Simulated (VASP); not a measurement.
# VASP 6.6.1 run: SrO

INCAR

```
LCHARG = .FALSE.
SIGMA = 0.01
NBANDS = 15
ISMEAR = 0
LASPH = .TRUE.
ALGO = Normal
IBRION = -1
LWAVE = .FALSE.
EDIFF = 1E-7
ISIF = 2
LREAL = .FALSE.
PREC = Accurate
METAGGA = R2SCAN
ENCUT = 400
NELM = 120
NSW = 0
```

KPOINTS

```
KPOINTS created by Atomic Simulation Environment
0
Gamma
8 8 8
0 0 0
```

POSCAR

```
Sr O
 1.0000000000000000
     0.0000000000000000    2.4521880273000001    2.4521880273000001
     2.4521880273000001    0.0000000000000000    2.4521880273000001
     2.4521880273000001    2.4521880273000001    0.0000000000000000
 Sr  O
   1   1
Cartesian
  2.4521880273000001  2.4521880273000001  2.4521880273000001
  0.0000000000000000  0.0000000000000000  0.0000000000000000
```

The recommended PBE PAW datasets give the neutral cell 16 valence electrons.

Command

```
mpirun -np 1 vasp_std
```

Problem. How does this run end, and what does it give?

Solution. It converged. Results: gap between bands v and c on the k mesh 3.58 eV; least direct gap on the k mesh 3.58 eV; pressure 18.1 GPa. Band v is the last that the valence electrons fill when counted band by band, and c is the next.

OSZICAR

```
N       E                     dE             d eps       ncg     rms          rms(c)
DAV:   1     0.275429883774E+02    0.27543E+02   -0.67939E+03   877   0.844E+02
DAV:   2    -0.317919506474E+02   -0.59335E+02   -0.54208E+02  1254   0.192E+02
DAV:   3    -0.345055961640E+02   -0.27136E+01   -0.26974E+01  1133   0.344E+01
DAV:   4    -0.345643662581E+02   -0.58770E-01   -0.58765E-01  1061   0.421E+00
DAV:   5    -0.345653851221E+02   -0.10189E-02   -0.10189E-02  1083   0.512E-01    0.220E+01
DAV:   6    -0.266967396262E+02    0.78686E+01   -0.42219E+00  1206   0.179E+01    0.202E+01
DAV:   7    -0.267828765100E+02   -0.86137E-01   -0.23447E-01   884   0.435E+00    0.109E+01
DAV:   8    -0.267966615699E+02   -0.13785E-01   -0.79416E-02   891   0.299E+00    0.120E+00
DAV:   9    -0.267893996722E+02    0.72619E-02   -0.17497E-02  1052   0.131E+00    0.349E-01
DAV:  10    -0.267898591338E+02   -0.45946E-03   -0.13342E-03   954   0.344E-01    0.131E-01
DAV:  11    -0.267900561265E+02   -0.19699E-03   -0.20868E-04   898   0.165E-01    0.110E-01
DAV:  12    -0.267900275129E+02    0.28614E-04   -0.58548E-05   989   0.787E-02    0.178E-02
DAV:  13    -0.267900273942E+02    0.11869E-06   -0.43866E-06  1101   0.200E-02    0.206E-02
DAV:  14    -0.267900269613E+02    0.43289E-06   -0.83849E-07  1052   0.916E-03    0.671E-03
DAV:  15    -0.267900267758E+02    0.18553E-06   -0.94450E-08   841   0.296E-03    0.179E-04
DAV:  16    -0.267900267857E+02   -0.98621E-08   -0.10046E-08   477   0.830E-04
   1 F= -.26790027E+02 E0= -.26790027E+02  d E =-.126541E-30
```

These settings aren't sound, so the numbers aren't properties of the crystal.

On sound settings r²SCAN gives a gap of 3.57 eV on its mesh and a pressure of 21.1 GPa for the intended cell.
